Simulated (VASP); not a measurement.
# Al (Fm-3m) in VASP: a series of runs, part 2 of 2

VASP 6.6.1.

## (3) Single point, LDA (grid = ENCUT=350 dk=0.6 cell=2x2x1 ISMEAR=1 SIGMA=0.1 LREAL=Auto EDIFF=1e-06)

Contents of INCAR:

```
ALGO = Fast
EDIFF = 1E-6
ENCUT = 350
GGA = CA
ISIF = 2
ISMEAR = 1
LASPH = T
LCHARG = F
LREAL = Auto
LWAVE = F
NBANDS = 14
NELM = 120
PREC = Accurate
SIGMA = 0.1
```

Contents of KPOINTS:

```
k-points
0
Gamma
  5 5 5
```

Contents of POSCAR:

```
Al
1.0
    0.0000000000      4.0496100000      4.0496100000
    4.0496100000      0.0000000000      4.0496100000
    2.0248050000      2.0248050000      0.0000000000
Al
4
Direct
    0.0000000000      0.0000000000      0.0000000000
    0.0000000000      0.5000000000      0.0000000000
    0.5000000000      0.0000000000      0.0000000000
    0.5000000000      0.5000000000      0.0000000000
```

Potentials or basis: VASP PAW LDA potentials, release 64 (Al).

Started as:

```
> cat potpaw_LDA.64/Al/POTCAR > POTCAR
> mpirun -np 1 vasp_std > vasp.out
```

OUTCAR:

```text
EDIFF = 1E-6
   ENCUT = 350
   GGA = CA
   ISIF = 2
   ISMEAR = 1
   LASPH = T
   LREAL = Auto
   NELM = 120
   PREC = Accurate

 Found     27 irreducible k-points:

 Following reciprocal coordinates:
            Coordinates               Weight
  0.000000  0.000000  0.000000      1.000000
  0.200000  0.000000  0.000000      4.000000
  0.400000  0.000000  0.000000      4.000000
  0.200000  0.200000  0.000000      2.000000
  0.400000  0.200000  0.000000      4.000000
[... 175 lines left out ...]
     13      15.3710      0.00000
     14      16.4479      0.00000

 [... further k-points ...]
[... 5 lines left out ...]
  --------------------------------------------------------------------------------------
  -------------------------------------------------------------------------------------
  Total       -1.7123596     -1.7123596     -0.6998244     -0.1419864      0.0000000     -0.0000000
  in kB      -41.3110229    -41.3110229    -16.8834063     -3.4254509      0.0000000     -0.0000000
  external PRESSURE =     -33.1684840 kB  Pullay stress =       0.0000000 kB

 VOLUME and BASIS-vectors are now :
 -----------------------------------------------------------------------------
  energy-cutoff  :      350.00
  volume of cell :       66.41
      direct lattice vectors                 reciprocal lattice vectors
     0.000000000  4.049610000  4.049610000    -0.123468680  0.123468680  0.123468680
     4.049610000  0.000000000  4.049610000     0.123468680 -0.123468680  0.123468680
     2.024805000  2.024805000  0.000000000     0.246937359  0.246937359 -0.246937359

 POSITION                                       TOTAL-FORCE (eV/Angst)
 -----------------------------------------------------------------------------------
      0.00000      0.00000      0.00000         0.000000     -0.000000     -0.000000
      2.02481      0.00000      2.02481        -0.000000     -0.000000      0.000000
      0.00000      2.02481      2.02481         0.000000     -0.000000      0.000000
      2.02481      2.02481      4.04961        -0.000000      0.000000      0.000000
 -----------------------------------------------------------------------------------
    total drift:                                0.000000      0.000000     -0.000000

  FREE ENERGIE OF THE ION-ELECTRON SYSTEM (eV)
  ---------------------------------------------------
  free  energy   TOTEN  =       -16.6205440296 eV

  energy  without entropy=      -16.6146531798  energy(sigma->0) =      -16.61858041
```

Run time: 13 s. Hardware: 1 thread of Intel Xeon Platinum 8259CL at 2.50GHz (Skylake/Cascade Lake), shared host; peak memory 0.13 GiB.

The run converged, but some of its settings lie outside the range that counts as converged, so its numbers aren't taken as properties of the crystal.

What came out:

```yaml
Free_energy: -16.6205 eV
Pressure: -3.3 GPa
Band_gap_on_the_k_mesh: none (metal or under the smearing width)
```

Caveat: the k mesh is coarse (spacing up to 0.54 Å⁻¹), so the values aren't converged; the result breaks the symmetry of the cell; the real-space grid breaks the cell's symmetry a little.

## (4) Single point, LDA (grid = ENCUT=250 dk=0.35 cell=2x2x1 ISMEAR=1 SIGMA=0.1 LREAL=Auto EDIFF=1e-06)

INCAR, as its differences from that of step 3:

```diff
@@ -2,3 +2,3 @@
 EDIFF = 1E-6
-ENCUT = 350
+ENCUT = 250
 GGA = CA
```

Contents of KPOINTS:

```
k-points
0
Gamma
  8 8 8
```

POSCAR is that of step 3.

Started as:

```
> cat potpaw_LDA.64/Al/POTCAR > POTCAR
> mpirun -np 1 vasp_std > vasp.out
```

Wall time 49 s (1 thread of Intel Xeon Platinum 8259CL at 2.50GHz (Skylake/Cascade Lake), shared host); peak memory 0.13 GiB.

These settings aren't checked as converged: the numbers below hold their error.

Results:

```yaml
Free_energy: -16.7126 eV
Band_gap_on_the_k_mesh: none (metal or under the smearing width)
```

Caveat: the cutoff is under 1.25 times the usual one of these potentials, so pressure, stress and relaxed cells hold a basis-set (Pulay) error; the result breaks the symmetry of the cell; the real-space grid breaks the cell's symmetry a little.

## (5) Single point, LDA (grid = ENCUT=350 dk=0.45 cell=2x2x1 ISMEAR=1 SIGMA=0.1 LREAL=Auto EDIFF=1e-06)

INCAR, as its differences from that of step 4:

```diff
@@ -2,3 +2,3 @@
 EDIFF = 1E-6
-ENCUT = 250
+ENCUT = 350
 GGA = CA
```

Contents of KPOINTS:

```
k-points
0
Gamma
  6 6 6
```

POSCAR is that of step 4.

Potentials or basis: VASP PAW LDA potentials, release 64 (Al).

Started as:

```
> cat potpaw_LDA.64/Al/POTCAR > POTCAR
> mpirun -np 1 vasp_std > vasp.out
```

OUTCAR:

```text
EDIFF = 1E-6
   ENCUT = 350
   GGA = CA
   ISIF = 2
   ISMEAR = 1
   LASPH = T
   LREAL = Auto
   NELM = 120
   PREC = Accurate

 Found     52 irreducible k-points:

 Following reciprocal coordinates:
            Coordinates               Weight
  0.000000  0.000000  0.000000      1.000000
  0.166667  0.000000  0.000000      4.000000
  0.333333  0.000000  0.000000      4.000000
  0.500000  0.000000  0.000000      2.000000
  0.166667  0.166667  0.000000      2.000000
[... 175 lines left out ...]
     13      15.7402      0.00000
     14      16.3845      0.00000

 [... further k-points ...]
[... 5 lines left out ...]
  --------------------------------------------------------------------------------------
  -------------------------------------------------------------------------------------
  Total       -1.7940791     -1.7940791     -1.0023268     -0.3897718      0.0000000     -0.0000000
  in kB      -43.2825236    -43.2825236    -24.1813385     -9.4033246      0.0000000     -0.0000000
  external PRESSURE =     -36.9154619 kB  Pullay stress =       0.0000000 kB

 VOLUME and BASIS-vectors are now :
 -----------------------------------------------------------------------------
  energy-cutoff  :      350.00
  volume of cell :       66.41
      direct lattice vectors                 reciprocal lattice vectors
     0.000000000  4.049610000  4.049610000    -0.123468680  0.123468680  0.123468680
     4.049610000  0.000000000  4.049610000     0.123468680 -0.123468680  0.123468680
     2.024805000  2.024805000  0.000000000     0.246937359  0.246937359 -0.246937359

 POSITION                                       TOTAL-FORCE (eV/Angst)
 -----------------------------------------------------------------------------------
      0.00000      0.00000      0.00000        -0.000000     -0.000000      0.000000
      2.02481      0.00000      2.02481        -0.000000     -0.000000      0.000000
      0.00000      2.02481      2.02481        -0.000000      0.000000      0.000000
      2.02481      2.02481      4.04961         0.000000      0.000000     -0.000000
 -----------------------------------------------------------------------------------
    total drift:                                0.000000      0.000000     -0.000000

  FREE ENERGIE OF THE ION-ELECTRON SYSTEM (eV)
  ---------------------------------------------------
  free  energy   TOTEN  =       -16.8024336181 eV

  energy  without entropy=      -16.8013106618  energy(sigma->0) =      -16.80205930
```

OSZICAR:

```text
N       E                     dE             d eps       ncg     rms          rms(c)
DAV:   1     0.728845123084E+00    0.72885E+00   -0.32762E+03  1456   0.473E+02
DAV:   2    -0.163500836621E+02   -0.17079E+02   -0.15761E+02  1942   0.756E+01
DAV:   3    -0.169138272940E+02   -0.56374E+00   -0.55686E+00  1872   0.106E+01
DAV:   4    -0.169165871369E+02   -0.27598E-02   -0.27596E-02  1708   0.102E+00
DAV:   5    -0.169166036010E+02   -0.16464E-04   -0.16465E-04  1892   0.770E-02    0.271E+00
RMM:   6    -0.168472784940E+02    0.69325E-01   -0.86857E-03  1459   0.455E-01    0.156E+00
RMM:   7    -0.168025496666E+02    0.44729E-01   -0.21741E-02  1513   0.710E-01    0.232E-01
RMM:   8    -0.168024195800E+02    0.13009E-03   -0.10434E-03  1543   0.197E-01    0.584E-02
RMM:   9    -0.168024332531E+02   -0.13673E-04   -0.13293E-04  1610   0.876E-02    0.212E-02
RMM:  10    -0.168024340803E+02   -0.82723E-06   -0.19754E-05  1637   0.268E-02    0.265E-02
RMM:  11    -0.168024336181E+02    0.46227E-06   -0.26247E-06  1530   0.119E-02
   1 F= -.16802434E+02 E0= -.16802059E+02  d E =-.112296E-02
```

stdout:

```text
POSCAR found type information on POSCAR Al
 POSCAR found :  1 types and       4 ions
 scaLAPACK will be used
 -----------------------------------------------------------------------------
|                                                                             |
|                                                                             |
|     You have a (more or less) 'small supercell' and for smaller cells       |
|     it is recommended to use the reciprocal-space projection scheme!        |
|     The real-space optimization is not efficient for small cells and it     |
|     is also less accurate ...                                               |
|     Therefore, set LREAL=.FALSE. in the INCAR file.                         |
|                                                                             |
 -----------------------------------------------------------------------------

 LDA part: xc-table for (Slater(with rela. corr.)+CA(PZ))
 , standard interpolation
 POSCAR, INCAR and KPOINTS ok, starting setup
 FFT: planning ... GRIDC
 FFT: planning ... GRID_SOFT
 FFT: planning ... GRID
 WAVECAR not read
 entering main loop
```

It took 26 s on 1 thread of Intel Xeon Platinum 8259CL at 2.50GHz (Skylake/Cascade Lake), shared host; peak memory 0.14 GiB.

These settings aren't checked as converged: the numbers below hold their error.

What came out:

| Item | Value |
| --- | --- |
| Free energy | -16.8024 eV |
| Pressure | -3.7 GPa |
| Band gap on the k mesh | none (metal or under the smearing width) |

Caveat: the k mesh is coarse (spacing up to 0.45 Å⁻¹), so the values aren't converged; the result breaks the symmetry of the cell; the real-space grid breaks the cell's symmetry a little.

## (6) Single point, LDA (grid = ENCUT=300 dk=0.35 cell=2x2x1 ISMEAR=1 SIGMA=0.1 LREAL=Auto EDIFF=1e-06)

INCAR, as its differences from that of step 5:

```diff
@@ -2,3 +2,3 @@
 EDIFF = 1E-6
-ENCUT = 350
+ENCUT = 300
 GGA = CA
```

Contents of KPOINTS:

```
k-points
0
Gamma
  8 8 8
```

POSCAR is that of step 5.

Potentials or basis: VASP PAW LDA potentials, release 64 (Al).

Started as:

```
> cat potpaw_LDA.64/Al/POTCAR > POTCAR
> mpirun -np 1 vasp_std > vasp.out
```

OUTCAR:

```text
EDIFF = 1E-6
   ENCUT = 300
   GGA = CA
   ISIF = 2
   ISMEAR = 1
   LASPH = T
   LREAL = Auto
   NELM = 120
   PREC = Accurate

 Found    105 irreducible k-points:

 Following reciprocal coordinates:
            Coordinates               Weight
  0.000000  0.000000  0.000000      1.000000
  0.125000  0.000000  0.000000      4.000000
  0.250000  0.000000  0.000000      4.000000
  0.375000  0.000000  0.000000      4.000000
  0.500000  0.000000  0.000000      2.000000
[... 175 lines left out ...]
     13      16.8541      0.00000
     14      18.1686      0.00000

 [... further k-points ...]
[... 5 lines left out ...]
  --------------------------------------------------------------------------------------
  -------------------------------------------------------------------------------------
  Total       -1.5345192     -1.5345192     -1.7067362      0.5564343     -0.0000000      0.0000000
  in kB      -37.0205868    -37.0205868    -41.1753582     13.4240905     -0.0000000      0.0000000
  external PRESSURE =     -38.4055106 kB  Pullay stress =       0.0000000 kB

 VOLUME and BASIS-vectors are now :
 -----------------------------------------------------------------------------
  energy-cutoff  :      300.00
  volume of cell :       66.41
      direct lattice vectors                 reciprocal lattice vectors
     0.000000000  4.049610000  4.049610000    -0.123468680  0.123468680  0.123468680
     4.049610000  0.000000000  4.049610000     0.123468680 -0.123468680  0.123468680
     2.024805000  2.024805000  0.000000000     0.246937359  0.246937359 -0.246937359

 POSITION                                       TOTAL-FORCE (eV/Angst)
 -----------------------------------------------------------------------------------
      0.00000      0.00000      0.00000        -0.000000     -0.000000     -0.000000
      2.02481      0.00000      2.02481        -0.000000     -0.000000      0.000000
      0.00000      2.02481      2.02481        -0.000000      0.000000     -0.000000
      2.02481      2.02481      4.04961         0.000000      0.000000     -0.000000
 -----------------------------------------------------------------------------------
    total drift:                                0.000000      0.000000      0.000000

  FREE ENERGIE OF THE ION-ELECTRON SYSTEM (eV)
  ---------------------------------------------------
  free  energy   TOTEN  =       -16.7325303481 eV

  energy  without entropy=      -16.7340328739  energy(sigma->0) =      -16.73303119
```

Wall time 33 s (1 thread of Intel Xeon Platinum 8259CL at 2.50GHz (Skylake/Cascade Lake), shared host); peak memory 0.14 GiB.

These settings aren't checked as converged: the numbers below hold their error.

What came out:

| Property | Result |
| --- | --- |
| Free energy | -16.7325 eV |
| Pressure | -3.8 GPa |
| Band gap on the k mesh | none (metal or under the smearing width) |

Caveat: the result breaks the symmetry of the cell; the real-space grid breaks the cell's symmetry a little.
